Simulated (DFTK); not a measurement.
A run of DFTK 0.8.2 is set up as follows.

Contents of run.jl:

```julia
using DFTK
using PseudoPotentialData
using Unitful, UnitfulAtomic
using LinearAlgebra, Printf
include("save.jl")
disable_threading()

# lattice vectors are the columns
lattice = austrip(1u"Å") * [      -1.66395        1.66395        1.66395;
                  1.66395       -1.66395        1.66395;
                  1.66395        1.66395       -1.66395]
symbols   = [:Nb]
positions = [[0.0, 0.0, 0.0]]
pseudopotentials = PseudoFamily("cp2k.nc.sr.pbe.v0_1.largecore.gth")
elements = Dict(s => ElementPsp(s, pseudopotentials) for s in unique(symbols))
atoms    = [elements[s] for s in symbols]

build_model(lattice, positions; symmetries=true) =
    model_DFT(lattice, atoms, positions;
              functionals=PBEsol(),
              temperature=austrip(0.05u"eV"),
              smearing=Smearing.FermiDirac(),
              symmetries)
Ecut  = 46.0  # hartree
kgrid = [11, 11, 11]
tol   = 1e-6
to_GPa = ustrip(uconvert(u"GPa", 1u"hartree/bohr^3"))

model = build_model(lattice, positions)
basis = PlaneWaveBasis(model; Ecut, kgrid)
display(basis)
scfres = self_consistent_field(basis;
                               tol,
                               nbandsalg=AdaptiveBands(model; n_bands_converge=11))
display(scfres.energies)
@printf "Fermi level: %.6f eV\n" ustrip(auconvert(u"eV", something(scfres.εF, NaN)))
forces = compute_forces_cart(scfres)
println("Forces (eV/Å)")
for (s, f) in zip(symbols, forces)
    @printf "%-3s %12.6f %12.6f %12.6f\n" s ustrip.(auconvert.(u"eV/Å", f))...
end
stress = compute_stresses_cart(scfres)
println("Stress (GPa)")
display(round.(stress * to_GPa; digits=4))
println("Levels at the first k-point (eV): ", round.(ustrip.(auconvert.(u"eV", scfres.eigenvalues[1][1:scfres.n_bands_converge])); digits=4))
save_scf!(scfres; forces, stress)

points = Dict("G" => [0.0, 0.0, 0.0], "H" => [0.5, -0.5, 0.5], "P" => [0.25, 0.25, 0.25], "N" => [0.0, 0.0, 0.5])
segments = [("G", "H", 10), ("H", "N", 7), ("N", "G", 7), ("G", "P", 8), ("P", "H", 8), ("P", "N", 5)]
kcoords = vcat([[points[a] + t * (points[b] - points[a]) for t in range(0, 1, n)] for (a, b, n) in segments]...)
bands = compute_bands(scfres, ExplicitKpoints(kcoords); n_bands=13, tol=1e-5)
for (k, ε) in zip(bands.basis.kpoints, bands.eigenvalues)
    @printf "%d %8.4f %8.4f %8.4f " k.spin k.coordinate...
    println(join([@sprintf("%9.4f", e) for e in ustrip.(auconvert.(u"eV", ε .- scfres.εF))]))
end
results["band_energies"] = rows(bands.eigenvalues); results["band_kpoints"] = rows(kcoords)
```

Potentials or basis: cp2k.nc.sr.pbe.v0_1.largecore.gth (PBE, GTH).

The run is started by

```sh
$ julia --threads=1 run.jl  # save.jl only writes the numbers to a file and isn't shown; printed stress counts tension as positive; times include loading and compiling
```

(1) Estimate the pressure.

(2) Predict the band gap on the k mesh.

Answers

(1) -7.9 GPa.

(2) none (metal or under the smearing width).

Caveat: GTH potentials come without recommended cutoffs, and this one wasn't checked for convergence; the potentials were made for another functional, which shifts forces and pressure.
